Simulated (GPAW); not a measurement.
Runs of GPAW 26.7.0 on P. It takes space group Cmce (No. 64, orthorhombic). Conventional cell: a = 3.295 Å, b = 10.930 Å, c = 4.544 Å, α = 90.00°, β = 90.00°, γ = 90.00°. P (site symmetry m) is surrounded by 3 P at 2.20 to 2.25 Å. 

```tsv
task	level	potentials or basis	cell	k mesh	cutoff (eV)	eigensolver	optimizer	fmax	max steps	band path	grid spacing	mesh quality	gap on the mesh (eV)	pressure (GPa)	V0 of scaled cells (Å³/atom)	relaxed volume (Å³/atom)	B0 (GPa)	largest force (eV/Å)
equation of state	C09-vdW	GPAW PAW data sets (gpaw-data 1.2.1), pw	as given	5 × 5 × 4	600	-	-	-	-	-	-	coarse	-	-	20.60	-	75	-
equation of state	PBE	GPAW PAW data sets (gpaw-data 1.2.1), lcao:dzp	as given	5 × 5 × 4	-	-	-	-	-	-	0.18 Å	coarse	-	-	21.14	-	73	-
relaxation of cell and atoms	BLYP+D3(BJ)	PAW data sets generated in the run's folder for this functional, pw	relaxed	5 × 5 × 4	600	davidson	LBFGS	0.02 eV/Å	100	-	-	coarse	0.15	0.0	-	18.21	-	0.01
relaxation of cell and atoms	r2SCAN+D3(BJ)	GPAW PAW data sets (gpaw-data 1.2.1), pw	relaxed	5 × 5 × 4	600	-	LBFGS	0.02 eV/Å	40	-	-	coarse	0.38	0.1	-	19.30	-	0.01
equation of state	PBE	GPAW PAW data sets (gpaw-data 1.2.1), fd	as given	5 × 5 × 4	-	-	-	-	-	-	0.16 Å	coarse	-	-	(c)	-	71	-
band structure	C09-vdW	GPAW PAW data sets (gpaw-data 1.2.1), pw	as given	5 × 5 × 4	600	-	-	-	-	GXSRAZGYX1A1TY,ZT	-	coarse	-	-	-	-	-	0.53
equation of state	BEEF-vdW	GPAW PAW data sets (gpaw-data 1.2.1), pw	as given	5 × 5 × 4	600	-	-	-	-	-	-	coarse	-	-	21.18	-	69	-
wannier90	M06-L	GPAW PAW data sets (gpaw-data 1.2.1), pw	as given	8 × 8 × 6	600	-	-	-	-	GXSRAZGYX1A1TY,ZT	-	not flagged	0.24	-0.7	-	-	-	(a)
band structure	PBE	GPAW PAW data sets (gpaw-data 1.2.1), fd	as given	5 × 5 × 4	-	-	-	-	-	GXSRAZGYX1A1TY,ZT	0.16 Å	coarse	-	-	-	-	-	0.37
band structure	PBE	PAW data sets generated in the run's folder for this functional, pw	as given	5 × 5 × 4	600	-	-	-	-	GXSRAZGYX1A1TY,ZT	-	coarse	-	2.4	-	-	-	0.37
relaxation of cell and atoms	PBE+D3	GPAW PAW data sets (gpaw-data 1.2.1), pw	relaxed	5 × 5 × 4	600	-	BFGS	0.05 eV/Å	100	-	-	coarse	0.14	-0.1	-	(b)	-	0.04
relaxation of cell and atoms	SCAN+D3(BJ)	GPAW PAW data sets (gpaw-data 1.2.1), pw	relaxed	5 × 5 × 4	600	-	BFGS	0.02 eV/Å	60	-	-	coarse	0.50	-0.1	-	19.44	-	0.01
```

Alike in all rows: no spin polarisation; smearing fermi-dirac 0.05 eV.

Estimate the missing entries.

(a) 0.09; (b) 19.14; (c) 21.04.

Caveats: some runs use coarse meshes; the PAW data sets were made with another functional, which shifts forces and pressure a little (some runs); the cell was scaled at fixed shape and fractional positions, which overstates the stiffness of a crystal with free parameters, most of all of layers and chains (some runs); later steps reuse the first step's grids (some runs); an odd mesh through Γ misses points on the zone boundary, where band edges often lie (some runs); the real-space grid adds noise to forces (some runs); real-space grids are poor in so skewed a cell (some runs); the basis of atomic orbitals isn't converged, which shifts pressures, moduli and gaps (some runs).

Not every run made on this cell is shown here.
